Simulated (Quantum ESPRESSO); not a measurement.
# Rh (P6_3/mmc) in Quantum ESPRESSO: equation of state, part 2 of 2

Quantum ESPRESSO 7.5.

### Step 4. Single point, PBEsol, 14.02 Å³/atom

pw.in reads:

```
&CONTROL
  calculation = 'scf'
  prefix = 'pwscf'
  outdir = './tmp'
  pseudo_dir = './pseudo'
  tstress = .true.
  disk_io = 'nowf'
/
&SYSTEM
  ibrav = 0
  nat = 2
  ntyp = 1
  ecutwfc = 45
  ecutrho = 360
  nbnd = 22
  occupations = 'smearing'
  smearing = 'fd'
  degauss = 0.00367493
/
&ELECTRONS
  conv_thr = 4d-10
  electron_maxstep = 120
  mixing_beta = 0.5
/
ATOMIC_SPECIES
Rh   102.9055 rh_pbesol_v1.4.uspp.F.UPF
CELL_PARAMETERS angstrom
   2.7126497715    0.0000000000    0.0000000000
  -1.3563248858    2.3492236138    0.0000000000
   0.0000000000    0.0000000000    4.3987667018
ATOMIC_POSITIONS crystal
Rh     0.3333333333    0.6666666667    0.2500000000
Rh     0.6666666667    0.3333333333    0.7500000000
K_POINTS automatic
11 11 6 0 0 0
```

Potentials or basis: GBRV 1.5 PBEsol.

On the command line:

```console
$ OMP_NUM_THREADS=1 mpirun -n 2 pw.x -nk 2 -in pw.in > pw.out
```

pw.out:

```text
This program is part of the open-source Quantum ESPRESSO suite
     for quantum simulation of materials; please cite
[... 13 lines left out ...]
     --------------------
     sticks:   dense  smooth     PW     G-vecs:    dense   smooth      PW
     Sum         649     313    109                21855     7631    1389

     Using Slab Decomposition

     bravais-lattice index     =            0
     lattice parameter (alat)  =       5.1262  a.u.
     unit-cell volume          =     189.1671 (a.u.)^3
     number of atoms/cell      =            2
     number of atomic types    =            1
     number of electrons       =        30.00
     number of Kohn-Sham states=           22
     kinetic-energy cutoff     =      45.0000  Ry
     charge density cutoff     =     360.0000  Ry
     scf convergence threshold =      4.0E-10
     mixing beta               =       0.5000
     number of iterations used =            8  plain     mixing
     Exchange-correlation= SLA  PW   PSX  PSC
                           (   1   4  10   8   0   0   0)

     celldm(1)=   5.126165  celldm(2)=   0.000000  celldm(3)=   0.000000
     celldm(4)=   0.000000  celldm(5)=   0.000000  celldm(6)=   0.000000

     crystal axes: (cart. coord. in units of alat)
               a(1) = (   1.000000   0.000000   0.000000 )
               a(2) = (  -0.500000   0.866025   0.000000 )
               a(3) = (   0.000000   0.000000   1.621576 )

     reciprocal axes: (cart. coord. in units 2 pi/alat)
               b(1) = (  1.000000  0.577350 -0.000000 )
               b(2) = (  0.000000  1.154701  0.000000 )
               b(3) = (  0.000000 -0.000000  0.616684 )

     PseudoPot. # 1 for Rh read from file:
     rh_pbesol_v1.4.uspp.F.UPF
     Pseudo is Ultrasoft + core correction, Zval = 15.0
     Generated by new atomic code, or converted to UPF format
     Using radial grid of  969 points,  7 beta functions with:
                l(1) =   0
                l(2) =   0
                l(3) =   1
                l(4) =   1
                l(5) =   2
                l(6) =   2
                l(7) =   2
     Q(r) pseudized with  8 coefficients,  rinner =    1.200   1.200   1.200
                                                       1.200   1.200

     atomic species   valence    mass     pseudopotential
     Rh               15.00   102.90550     Rh( 1.00)

     24 Sym. Ops., with inversion, found (12 have fractional translation)

   Cartesian axes

     site n.     atom                  positions (alat units)
         1        Rh     tau(   1) = (  -0.0000000   0.5773503   0.4053939  )
         2        Rh     tau(   2) = (   0.5000000   0.2886751   1.2161817  )

     number of k points=    64  Fermi-Dirac smearing, width (Ry)=  0.0037
                       cart. coord. in units 2pi/alat
        k(    1) = (   0.0000000   0.0000000   0.0000000), wk =   0.0027548
        k(    2) = (   0.0000000   0.0000000   0.1027807), wk =   0.0055096
        k(    3) = (   0.0000000   0.0000000   0.2055614), wk =   0.0055096
        k(    4) = (   0.0000000   0.0000000  -0.3083421), wk =   0.0027548
        k(    5) = (   0.0000000   0.1049728   0.0000000), wk =   0.0165289
        k(    6) = (   0.0000000   0.1049728   0.1027807), wk =   0.0330579
[... 56 lines left out ...]
        k(   63) = (   0.2727273   0.5773503   0.2055614), wk =   0.0330579
        k(   64) = (   0.2727273   0.5773503  -0.3083421), wk =   0.0165289

     Dense  grid:    21855 G-vectors     FFT dimensions: (  32,  32,  54)

     Smooth grid:     7631 G-vectors     FFT dimensions: (  24,  24,  36)

     Initial potential from superposition of free atoms

     starting charge      28.9998, renormalised to      30.0000

     negative rho (up, down):  1.103E-01 0.000E+00
     Starting wfcs are   24 randomized atomic wfcs

     Self-consistent Calculation

     iteration #  1     ecut=    45.00 Ry     beta= 0.50
     Davidson diagonalization with overlap
     ethr =  1.00E-02,  avg # of iterations =  4.3

     negative rho (up, down):  1.133E-01 0.000E+00

     total energy              =    -341.99789347 Ry
     estimated scf accuracy    <       1.13299036 Ry

     iteration #  2     ecut=    45.00 Ry     beta= 0.50
     Davidson diagonalization with overlap
     ethr =  3.78E-03,  avg # of iterations =  2.0

     negative rho (up, down):  1.131E-01 0.000E+00

     total energy              =    -342.29954002 Ry
     estimated scf accuracy    <       0.06702254 Ry
[... 28 lines left out ...]
     iteration #  6     ecut=    45.00 Ry     beta= 0.50
     Davidson diagonalization with overlap
     ethr =  1.93E-09,  avg # of iterations =  2.2

     negative rho (up, down):  1.132E-01 0.000E+00

     total energy              =    -342.31380677 Ry
     estimated scf accuracy    <       0.00000002 Ry

     iteration #  7     ecut=    45.00 Ry     beta= 0.50
     Davidson diagonalization with overlap
     ethr =  5.52E-11,  avg # of iterations =  2.8

     negative rho (up, down):  1.132E-01 0.000E+00

     End of self-consistent calculation

          k = 0.0000 0.0000 0.0000 (   989 PWs)   bands (ev):

   -26.2736 -25.6594 -25.6594 -25.5712 -25.5597 -25.5597  12.7796  14.7024
    17.7524  17.8422  17.8422  18.3498  18.3498  18.9616  18.9616  20.9471
    20.9471  21.4372  29.1489  37.0738  39.3866  39.9817

          k = 0.0000 0.0000 0.1028 (   984 PWs)   bands (ev):

   -26.2281 -25.6528 -25.6528 -25.6199 -25.5664 -25.5664  13.0556  14.7686
    17.6487  17.7431  17.7431  18.2292  18.2292  19.2410  19.2410  20.4772
    20.9250  20.9250  30.4617  36.6534  39.3116  40.0145

          k = 0.0000 0.0000 0.2056 (   990 PWs)   bands (ev):

   -26.1027 -25.7517 -25.6346 -25.6346 -25.5847 -25.5847  13.7949  14.8652
    17.4551  17.6590  17.6590  17.9680  17.9680  18.7664  19.8136  19.8136
    20.7705  20.7705  33.2244  36.2493  38.2329  39.8542
[... 355 lines left out ...]
          k = 0.2727 0.5774 0.2056 (   967 PWs)   bands (ev):

   -26.1225 -26.0958 -25.9930 -25.8974 -25.7366 -25.7085  15.6962  16.1783
    16.4735  16.6254  17.5743  17.9330  18.9504  19.6375  20.8389  21.1295
    27.1128  27.2815  29.9016  31.0602  31.2154  33.1434

          k = 0.2727 0.5774-0.3083 (   962 PWs)   bands (ev):

   -26.1314 -26.1314 -25.9477 -25.9477 -25.6969 -25.6969  15.8958  15.8958
    16.6884  16.6884  17.7186  17.7186  19.0837  19.0837  21.0511  21.0511
    27.4842  27.4842  30.2887  30.2887  31.6923  31.6923

     the Fermi energy is    20.8000 ev

!    total energy              =    -342.31380678 Ry
     estimated scf accuracy    <          1.2E-10 Ry
     smearing contrib. (-TS)   =      -0.00214578 Ry
     internal energy E=F+TS    =    -342.31166100 Ry

     The total energy is F=E-TS. E is the sum of the following terms:
     one-electron contribution =     -48.12563497 Ry
     hartree contribution      =      50.57421585 Ry
     xc contribution           =     -59.51044109 Ry
     ewald contribution        =    -285.24980079 Ry

     convergence has been achieved in   7 iterations

     Computing stress (Cartesian axis) and pressure

     negative rho (up, down):  1.132E-01 0.000E+00
          total   stress  (Ry/bohr**3)                   (kbar)     P=      -83.91
  -0.00054091  -0.00000000   0.00000000          -79.57       -0.00        0.00
  -0.00000000  -0.00054091   0.00000000           -0.00      -79.57        0.00
   0.00000000   0.00000000  -0.00062946            0.00        0.00      -92.60

=------------------------------------------------------------------------------=
   JOB DONE.
=------------------------------------------------------------------------------=
```

Run time: 13 s. Hardware: 2 MPI ranks of Intel Xeon Platinum 8259CL at 2.50GHz (Skylake/Cascade Lake), shared host; peak memory 0.22 GiB.

Results:

- Free energy: -4657.4166 eV
- Pressure: -8.4 GPa
- Band gap on the k mesh: none (metal or under the smearing width)

### Step 5. Single point, PBEsol, 14.30 Å³/atom

pw.in, as its differences from that of step 4:

```diff
@@ -27,5 +27,5 @@
 CELL_PARAMETERS angstrom
-   2.7126497715    0.0000000000    0.0000000000
-  -1.3563248858    2.3492236138    0.0000000000
-   0.0000000000    0.0000000000    4.3987667018
+   2.7309790422    0.0000000000    0.0000000000
+  -1.3654895211    2.3650972278    0.0000000000
+   0.0000000000    0.0000000000    4.4284890000
 ATOMIC_POSITIONS crystal
```

On the command line:

```console
$ OMP_NUM_THREADS=1 mpirun -n 2 pw.x -nk 2 -in pw.in > pw.out
```

Wall time 13 s (2 MPI ranks of Intel Xeon Platinum 8259CL at 2.50GHz (Skylake/Cascade Lake), shared host); peak memory 0.24 GiB.

The run converged. Its results:

| Item | Value |
| --- | --- |
| Free energy | -4657.3781 eV |
| Pressure | -13.2 GPa |
| Band gap on the k mesh | none (metal or under the smearing width) |

### Step 6. Single point, PBEsol, 14.59 Å³/atom

pw.in, as its differences from that of step 5:

```diff
@@ -27,5 +27,5 @@
 CELL_PARAMETERS angstrom
-   2.7309790422    0.0000000000    0.0000000000
-  -1.3654895211    2.3650972278    0.0000000000
-   0.0000000000    0.0000000000    4.4284890000
+   2.7490655232    0.0000000000    0.0000000000
+  -1.3745327616    2.3807605798    0.0000000000
+   0.0000000000    0.0000000000    4.4578175964
 ATOMIC_POSITIONS crystal
```

Potentials or basis: GBRV 1.5 PBEsol.

On the command line:

```console
$ OMP_NUM_THREADS=1 mpirun -n 2 pw.x -nk 2 -in pw.in > pw.out
```

It took 14 s on 2 MPI ranks of Intel Xeon Platinum 8259CL at 2.50GHz (Skylake/Cascade Lake), shared host; peak memory 0.24 GiB.

Results (log left out):

```
Free energy            : -4657.3236 eV
Pressure               : -17.3 GPa
Band gap on the k mesh : none (metal or under the smearing width)
```

### Step 7. Single point, PBEsol, 14.87 Å³/atom

pw.in, as its differences from that of step 6:

```diff
@@ -27,5 +27,5 @@
 CELL_PARAMETERS angstrom
-   2.7490655232    0.0000000000    0.0000000000
-  -1.3745327616    2.3807605798    0.0000000000
-   0.0000000000    0.0000000000    4.4578175964
+   2.7669170982    0.0000000000    0.0000000000
+  -1.3834585491    2.3962204973    0.0000000000
+   0.0000000000    0.0000000000    4.4867652751
 ATOMIC_POSITIONS crystal
```

On the command line:

```console
$ OMP_NUM_THREADS=1 mpirun -n 2 pw.x -nk 2 -in pw.in > pw.out
```

Run time: 14 s. Hardware: 2 MPI ranks of Intel Xeon Platinum 8259CL at 2.50GHz (Skylake/Cascade Lake), shared host; peak memory 0.24 GiB.

The run converged. Its results:

```yaml
Free_energy: -4657.2552 eV
Pressure: -21.0 GPa
Band_gap_on_the_k_mesh: none (metal or under the smearing width)
```

### Step 8. Single point, PBEsol, 15.16 Å³/atom

pw.in, as its differences from that of step 7:

```diff
@@ -27,5 +27,5 @@
 CELL_PARAMETERS angstrom
-   2.7669170982    0.0000000000    0.0000000000
-  -1.3834585491    2.3962204973    0.0000000000
-   0.0000000000    0.0000000000    4.4867652751
+   2.7845412492    0.0000000000    0.0000000000
+  -1.3922706246    2.4114834597    0.0000000000
+   0.0000000000    0.0000000000    4.5153441684
 ATOMIC_POSITIONS crystal
```

On the command line:

```console
$ OMP_NUM_THREADS=1 mpirun -n 2 pw.x -nk 2 -in pw.in > pw.out
```

Wall time 14 s (2 MPI ranks of Intel Xeon Platinum 8259CL at 2.50GHz (Skylake/Cascade Lake), shared host); peak memory 0.24 GiB.

Results (log left out):

| Quantity | Value |
| --- | --- |
| Free energy | -4657.1745 eV |
| Pressure | -24.2 GPa |
| Band gap on the k mesh | none (metal or under the smearing width) |

### Step 9. Equation of state, PBEsol

Potentials or basis: GBRV 1.5 PBEsol.

This step only gathers the single runs of the series.

Results:

| Quantity | Value |
| --- | --- |
| Equilibrium volume | 13.59 Å³/atom |
| Bulk modulus at fixed shape and positions | 294 GPa |
| Pressure derivative of the bulk modulus | 5.2 |

Energy against volume, from the lowest point:
```
volume (Å³/atom)  energy (meV/atom)
          13.444               0.21
          13.730               0.00
          14.016              10.15
          14.302              29.41
          14.588              56.65
          14.874              90.87
          15.160             131.21
```

Caveat: the cell was scaled at fixed shape and fractional positions, which overstates the stiffness of a crystal with free parameters, most of all of layers and chains.
